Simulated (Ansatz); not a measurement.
# Os (P6_3/mmc) in Ansatz: notebook

One crystal, Os, is run at these levels: PBEsol, PBEsol+D3(BJ); tasks: relaxation of cell and atoms.

Program: Ansatz 0.2.0. These are calculated values, not measurements. Logs are shortened: lines on timing, memory, paths and dates and some standing lists are left out, and cuts for length are marked.

## 1. The crystal as given

It takes space group P6_3/mmc (No. 194, hexagonal). Conventional cell: a = 2.734 Å, b = 2.734 Å, c = 4.320 Å, α = 90.00°, β = 90.00°, γ = 120.00°. Os (site symmetry -6m2) is surrounded by 12 Os at 2.68 to 2.73 Å.

## 2. Relaxation of cell and atoms, PBEsol

Input file input.yaml:

```yaml
crystal:
  lattice:
    - [2.7341, 0.0, 0.0]
    - [-1.36705, 2.3678000565, 0.0]
    - [0.0, 0.0, 4.3197]
  atoms:
    - { symbol: Os, position: [0.6666666667, 0.3333333333, 0.75] }
    - { symbol: Os, position: [0.3333333333, 0.6666666667, 0.25] }
hamiltonian:
  xc: pbesol
  pseudopotentials: { kind: paw }
kpoints:
  mp_grid: { grid: [11, 11, 6] }
scf:
  occupations: { method: fermi_dirac, width: 0.05 }
output:
  forces: true
  stress: true
  eigenvalues: true
relax:
  f_tol: 0.01
  max_steps: 40
  cell: { stress_tol: 0.05 }
```

Potentials or basis: Ansatz PAW.

Launch:

```sh
$ ansatz run input.yaml --threads 2 --pin off --max-ram 5632MiB --backend cpu --events-out ev --progress --plain --runs-dir out
```

Output:

```text
Warning: RAYON_NUM_THREADS=2 ignored (pool sized by the plan → 2); use --threads N
Engine: ansatz 0.2.0, aarch64-unknown-linux-gnu
Pseudopotentials: kind: paw
Pseudopotential: Os, paw, valence charge 16, recommended cutoff 420 eV (normal), Os.paw.azcp
Functional definition: PBEsol
  exchange = pbesol_x
  correlation = pbesol_c
Crystal: 2 atoms, lattice volume = 27.965 Å³
Basis set: ecut = 420 eV, 537 PW (Γ), exchange–correlation on 40×40×60 points (8 copies of the dense FFT grid, shifted against one another)
Bands: 20, of which v1, the nominal top of the filled ones, is band 16 counted from 1 (15 counted from 0)
Symmetry: 24 space group operations
Space group: P63/mmc (ITA 194), of the structure as read, at distance tolerance 3.0e-5 Å
k-points: 64 of 726
Non-local potential: Os, projectors of the file, l = 0: 3, l = 1: 2, l = 2: 2, l = 3: 1
PAW form: soft (Blöchl's): semilocal exchange-correlation on the pseudo side does not see the compensation charge
PAW frozen core: Os, regenerated for the run's functional, and the local potential with it (the file was generated under x = pbe(κ = 0.804, μ = 0.2195149727645171), c = pbe(β = 0.06672455060314922))
PAW one-centre angular grid: Os, 590 points (default); XC on 64 Gauss nodes
Initial density: superposition of atomic densities (neutral atoms: chi_scale 0, normalization atom), corrected by the library's trained network
Initial wavefunctions: pseudopotential atomic-orbital guess
Functional: x = pbesol(κ = 0.804, μ = 0.12345679012345678), c = pbesol(β = 0.046)
SCF iter   1: F=—  HF=-22502.108946 eV  |F-HF|=—  |Δ(HF+E_count)|=         —  Δρ=1.07e-2  dr2=1.44e-2  ethr=1.77e-3  ⟨swp⟩=4.9  Hψ=5044  notcnv=0
preconditioner: auto → none  [metal: Δε(μ)=0.071 eV  Ē_g=6.897 eV  σ=0.050 eV  W_gap=0.33  n_scr=8 (ndim 8)  ℏωp=28.1 eV  f_vac=0.000  D(μ)=1.50/eV (n_scr^D=22)  sad-step TF]
SCF iter   2: F=—  HF=-22502.108563 eV  |F-HF|=—  |Δ(HF+E_count)|=   3.84e-4  Δρ=6.04e-3  dr2=4.43e-3  ethr=4.49e-5  ⟨swp⟩=1.2  Hψ=1853  notcnv=0
SCF iter   3: F=—  HF=-22502.108442 eV  |F-HF|=—  |Δ(HF+E_count)|=   1.20e-4  Δρ=3.03e-4  dr2=1.58e-5  ethr=1.39e-5  ⟨swp⟩=2.0  Hψ=1761  notcnv=0
SCF iter   4: F=—  HF=-22502.108458 eV  |F-HF|=—  |Δ(HF+E_count)|=   1.54e-5  Δρ=4.96e-5  dr2=5.33e-7  ethr=4.94e-8  ⟨swp⟩=2.1  Hψ=1839  notcnv=0
iter 5 did not close the SCF: its close was put off for the readings that it lacked (scf_convergence_deferred on its scf_iter line)
SCF iter   5: F=-22502.108457 eV  HF=-22502.108457 eV  |F-HF|=3.64e-9  |Δ(HF+E_count)|=   1.43e-7  Δρ=6.37e-6  dr2=7.68e-9  ethr=1.66e-9  ⟨swp⟩=2.0  Hψ=1798  notcnv=0
SCF iter   6: F=-22502.108457 eV  HF=-22502.108457 eV  |F-HF|=1.09e-10  |Δ(HF+E_count)|=   1.60e-9  Δρ=1.05e-6  dr2=1.93e-10  ethr=2.40e-11  ⟨swp⟩=2.2  Hψ=3899  notcnv=0
SCF 1 converged in 6 iterations: F = -22502.108457 eV  dr2 = 1.93e-10
relax step   1: F+E_penalty+E_count = -22502.10845743 eV  Δ(F+E_penalty+E_count) = +0.000e0 eV  max|allowed force component| = 1.573e-16 eV/Å  Δτ_max = 0.0000 Å  P = -2.661 GPa  Ω = 27.965 Å³  (6 SCF iters, dr2 threshold 1.00e-7 eV, accepted)
Crystal: 2 atoms, lattice volume = 27.424 Å³
Initial density: handed on by an earlier stage of this run
Initial wavefunctions: those handed on with the density
iter 1 solved again at ethr=2.13e-7 eV; its pass at ethr=3.10e-3 eV (dr2=6.82e-5 eV) is discarded
SCF iter   1: F=—  HF=-22502.103458 eV  |F-HF|=—  |Δ(HF+E_count)|=         —  Δρ=8.55e-4  dr2=7.30e-5  ethr=2.13e-7  ⟨swp⟩=2.6  Hψ=7621  notcnv=0
preconditioner: auto → none  [metal: Δε(μ)=0.043 eV  Ē_g=7.054 eV  σ=0.050 eV  W_gap=0.21  n_scr=8 (ndim 8)  ℏωp=28.4 eV  f_vac=0.000  D(μ)=1.47/eV (n_scr^D=22)]
SCF iter   2: F=—  HF=-22502.103507 eV  |F-HF|=—  |Δ(HF+E_count)|=   4.92e-5  Δρ=4.06e-4  dr2=1.45e-5  ethr=2.13e-7  ⟨swp⟩=1.0  Hψ=1280  notcnv=0
iter 3 did not close the SCF: its close was put off for the readings that it lacked (scf_convergence_deferred on its scf_iter line)
SCF iter   3: F=-22502.103520 eV  HF=-22502.103520 eV  |F-HF|=7.81e-8  |Δ(HF+E_count)|=   1.24e-5  Δρ=2.65e-5  dr2=1.45e-7  ethr=4.52e-8  ⟨swp⟩=1.0  Hψ=1317  notcnv=0
iter 4 did not close the SCF: its close was put off for the readings that it lacked (scf_convergence_deferred on its scf_iter line)
[... 25 lines left out ...]
iter 4 did not close the SCF: its close was put off for the readings that it lacked (scf_convergence_deferred on its scf_iter line)
SCF iter   4: F=-22502.110000 eV  HF=-22502.110000 eV  |F-HF|=3.64e-12  |Δ(HF+E_count)|=  1.46e-11  Δρ=6.15e-8  dr2=3.11e-13  ethr=1.00e-12  ⟨swp⟩=1.0  Hψ=1280  notcnv=0
iter 5 did not close the SCF: its close was put off for the readings that it lacked (scf_convergence_deferred on its scf_iter line)
SCF iter   5: F=-22502.110000 eV  HF=-22502.110000 eV  |F-HF|=1.46e-11  |Δ(HF+E_count)|=  3.64e-12  Δρ=1.04e-8  dr2=2.06e-14  ethr=1.00e-12  ⟨swp⟩=1.0  Hψ=1280  notcnv=0
SCF iter   6: F=-22502.110000 eV  HF=-22502.110000 eV  |F-HF|=7.28e-12  |Δ(HF+E_count)|=  7.28e-12  Δρ=2.60e-9  dr2=1.71e-15  ethr=1.00e-12  ⟨swp⟩=1.0  Hψ=2816  notcnv=0
SCF 4 converged in 6 iterations: F = -22502.110000 eV  dr2 = 1.71e-15
relax step   4: F+E_penalty+E_count = -22502.10999976 eV  Δ(F+E_penalty+E_count) = -2.927e-6 eV  max|allowed force component| = 1.665e-16 eV/Å  Δτ_max = 0.0000 Å  P = +0.001 GPa  Ω = 27.790 Å³  energy of the carried Pulay correction = +7.913e-5 eV  (6 SCF iters, dr2 threshold 1.20e-8 eV, accepted)
Initial wavefunctions: pseudopotential atomic-orbital guess (no wavefunctions were taken with the density)
iter 1 solved again at ethr=8.27e-9 eV; its pass at ethr=3.10e-3 eV (dr2=2.65e-6 eV) is discarded
SCF iter   1: F=—  HF=-22502.109894 eV  |F-HF|=—  |Δ(HF+E_count)|=         —  Δρ=1.97e-5  dr2=1.69e-8  ethr=8.27e-9  ⟨swp⟩=3.5  Hψ=9029  notcnv=0
SCF iter   2: F=—  HF=-22502.109912 eV  |F-HF|=—  |Δ(HF+E_count)|=   1.80e-5  Δρ=9.18e-6  dr2=3.27e-9  ethr=5.29e-11  ⟨swp⟩=2.4  Hψ=2254  notcnv=0
SCF iter   3: F=—  HF=-22502.109912 eV  |F-HF|=—  |Δ(HF+E_count)|=  2.47e-10  Δρ=7.16e-7  dr2=3.32e-11  ethr=1.02e-11  ⟨swp⟩=2.7  Hψ=1990  notcnv=0
iter 4 did not close the SCF: its close was put off for the readings that it lacked (scf_convergence_deferred on its scf_iter line)
SCF iter   4: F=-22502.109912 eV  HF=-22502.109912 eV  |F-HF|=3.64e-12  |Δ(HF+E_count)|=  3.64e-12  Δρ=1.63e-7  dr2=1.57e-12  ethr=1.00e-12  ⟨swp⟩=1.0  Hψ=1280  notcnv=0
iter 5 did not close the SCF: its close was put off for the readings that it lacked (scf_convergence_deferred on its scf_iter line)
SCF iter   5: F=-22502.109912 eV  HF=-22502.109912 eV  |F-HF|=3.64e-12  |Δ(HF+E_count)|=  3.64e-12  Δρ=1.69e-8  dr2=6.09e-14  ethr=1.00e-12  ⟨swp⟩=1.0  Hψ=1280  notcnv=0
iter 6 did not close the SCF: its close was put off for the readings that it lacked (scf_convergence_deferred on its scf_iter line)
SCF iter   6: F=-22502.109912 eV  HF=-22502.109912 eV  |F-HF|=3.64e-12  |Δ(HF+E_count)|=  7.28e-12  Δρ=2.44e-9  dr2=3.65e-16  ethr=1.00e-12  ⟨swp⟩=1.0  Hψ=1280  notcnv=0
iter 7 did not close the SCF: its close was put off for the readings that it lacked (scf_convergence_deferred on its scf_iter line)
SCF iter   7: F=-22502.109912 eV  HF=-22502.109912 eV  |F-HF|=0.00e0  |Δ(HF+E_count)|=  7.28e-12  Δρ=9.87e-10  dr2=2.88e-16  ethr=1.00e-12  ⟨swp⟩=1.0  Hψ=1280  notcnv=0
SCF iter   8: F=-22502.109912 eV  HF=-22502.109912 eV  |F-HF|=0.00e0  |Δ(HF+E_count)|=  7.28e-12  Δρ=2.27e-10  dr2=1.59e-17  ethr=1.00e-12  ⟨swp⟩=2.0  Hψ=3112  notcnv=0
SCF 5 converged in 8 iterations: F = -22502.109912 eV  dr2 = 1.59e-17
relax step   5: F+E_penalty+E_count = -22502.10991196 eV  Δ(F+E_penalty+E_count) = +8.780e-5 eV  max|allowed force component| = 1.712e-16 eV/Å  Δτ_max = 0.0000 Å  P = +0.006 GPa  Ω = 27.790 Å³  stress off target by 7.03e-3 GPa  SCF on the basis re-selected at this cell (its energy is not comparable with the rows above)  (8 SCF iters)
basis re-selected at this cell: Δ(F+E_penalty+E_count) = +8.780e-5 eV, ΔP = +0.006 GPa vs the last step (what re-selecting the basis moved, of the pressure what is left beyond the Pulay correction that the steps carried, after the strain that the cell walked since its last selection, with what the two solves' SCF thresholds leave and, on support functions, any second-order correction that the steps lacked; it is no measure of the basis error at this ecutwfc). This SCF's stress stands 7.03e-3 GPa from its target on what of the cell is left free (relax.cell.stress_tol is 5.00e-2 GPa) and its largest allowed force component is 1.71e-16 eV/Å (relax.f_tol is 1.00e-2 eV/Å): within both
SCF converged after 8 iterations
Free energy (F): -22502.109912 eV
Harris-Foulkes:  -22502.109912 eV  (|F-HF|=0.00e0)
Internal energy: -22502.096896 eV  (E = F + TS)
E sigma→0 (E₀):  -22502.103404 eV
Entropy (-TS):   -0.013016 eV (-6.508 meV/atom)
Fermi energy:    26.004763 eV
--- Per-component energies (eV) ---
  E_band       = -129.092720
  E_kinetic    = 1124.948498
  E_local      = -1558.686445  (includes V_loc(G=0)·N_el)
  E_nonlocal   = 2.754980
  E_hartree    = 647.155758
  E_xc         = -530.942252
  E_vxc        = -568.159630  (∫ρ·V_xc dr)
  E_paw        = -17759.967497  (= ΣΔE_a)
  E_vpaw       = -424.261481  (= ΣTr[D̂ρ^β])
  E_aug_tail   = -0.000159  (compensation charges beyond the density's cutoff)
  E_ewald      = -4427.855646
  E_core_change = 0.495866  (= ΣΔE_core)
  E_smearing   = -0.013016  (= −TS)
  E_closure    = -0.000000  (closes the sum)
  Σ components = -22502.109912   (vs F -22502.109912, Δ=0.00e0)
--- Forces (eV/Å), atoms counted from 1 ---
  atom   1  Os     0.00000000    -0.00000000     0.00000000
  atom   2  Os     0.00000000     0.00000000    -0.00000000
  max |Σ_I F_I| component: 1.85e-17 eV/Å
--- Stress (GPa, compression-positive) ---
        0.006063       0.000000       0.000000
        0.000000       0.006063       0.000000
        0.000000       0.000000       0.007030
  P = ⅓ Tr σ = 0.0064 GPa (0.064 kbar)
--- Band table (eV; the first three rows and the last of 64) ---
  k-point 0: bands = ["-60.5528", "-60.4326", "-20.5742", "-19.6044", "-19.6044", "-19.4218", "-19.4218", "-19.3732", "15.0042", "18.1636", "22.9577", "22.9577", "23.2097", "23.8138", "23.8138", "24.4772", "24.4772", "26.0433", "27.7701", "27.7701"]
  k-point 1: bands = ["-60.5448", "-60.4407", "-20.4983", "-19.5923", "-19.5923", "-19.4587", "-19.4342", "-19.4342", "15.3524", "18.2040", "22.7788", "22.7788", "23.0114", "23.5946", "23.5946", "24.9678", "24.9678", "25.0119", "27.8031", "27.8031"]
  k-point 2: bands = ["-60.5229", "-60.4628", "-20.2878", "-19.6881", "-19.5591", "-19.5591", "-19.4678", "-19.4678", "16.2983", "18.1352", "22.5808", "22.6351", "22.6351", "23.1421", "23.1421", "23.2848", "25.9654", "25.9654", "27.6350", "27.6350"]
  k-point 63: bands = ["-60.4259", "-60.4259", "-20.3408", "-20.3408", "-20.0198", "-20.0198", "-19.5862", "-19.5862", "19.9213", "19.9213", "21.1813", "21.1813", "22.5632", "22.5632", "24.7407", "24.7407", "27.8042", "27.8042", "33.7700", "33.7700"]
--- Relaxed structure (4 steps of the walk, 3 accepted, 1 SCFs on fresh bases) ---
  F+E_penalty+E_count = -22502.10991196 eV   max|allowed force component| = 1.712e-16 eV/Å   (the final SCF, on the basis selected at the relaxed cell)
  cell:  # Å, volume = 27.7898 Å³
    - [2.7280718885404043, -3.700916305345053e-33, 6.939218072521975e-34]
    - [-1.3640359442702021, 2.3625795588261793, -1.4664293251929483e-34]
    - [1.0963512785849494e-33, 3.654504261949831e-34, 4.311642009329788]
  atoms:
    - { symbol: Os, position: [0.6666666666666666, 0.3333333333333334, 0.75] }
    - { symbol: Os, position: [0.3333333333333334, 0.6666666666666669, 0.25] }
```

It took 4.9 s on 2 threads of Arm Neoverse V2, shared host; peak memory 0.31 GiB.

What came out:

| Item | Value |
| --- | --- |
| Free energy | -22502.1099 eV |
| Relaxed volume | 13.89 Å³/atom |
| Relaxed cell | a = 2.728 Å, b = 2.728 Å, c = 4.312 Å, α = 90.00°, β = 90.00°, γ = 120.00° |
| Space group after relaxing (to 0.05 Å) | P6_3/mmc (No. 194) |
| Energy gained by relaxing | 0.7 meV/atom |
| Ionic steps | 4 |
| Pressure after relaxing | 0.0 GPa |
| Band gap on the k mesh | none (metal or under the smearing width) |

The path:
```
step  energy change (eV)  largest force (eV/Å)  volume (Å³)
   1              0.0000                0.0000        27.96
   2             -0.0015                0.0000        27.79
   3             -0.0015                0.0000        27.79
   4             -0.0015                0.0000        27.79
```

Final structure:
```yaml
crystal:
  lattice:
    - [2.72807, 0.00000, 0.00000]
    - [-1.36404, 2.36258, 0.00000]
    - [0.00000, 0.00000, 4.31164]
  atoms:
    - { symbol: Os, position: [0.66667, 0.33333, 0.75000] }
    - { symbol: Os, position: [0.33333, 0.66667, 0.25000] }
```

Levels at points of the mesh, in eV from the Fermi level:
| k point | band 12 | band 13 | band 14 | band 15 | band 16 | band 17 | band 18 | band 19 | band 20 |
| --- | --- | --- | --- | --- | --- | --- | --- | --- | --- |
| (0.00, 0.00, 0.00) | -3.05 | -2.80 | -2.19 | -2.19 | -1.53 | -1.53 | 0.04 | 1.77 | 1.77 |
| (0.00, 0.00, -0.50) | -3.58 | -3.24 | -3.24 | -3.24 | -3.24 | 0.97 | 0.97 | 0.97 | 0.97 |

Caveat: the plane-wave basis is chosen anew once the cell has moved, so the energies of steps on either side of that aren't comparable; the PAW data sets come from PBE, with cores solved anew for the run's functional, which leaves a small shift of forces and pressure.

(Part 1 of 2 ends here.)
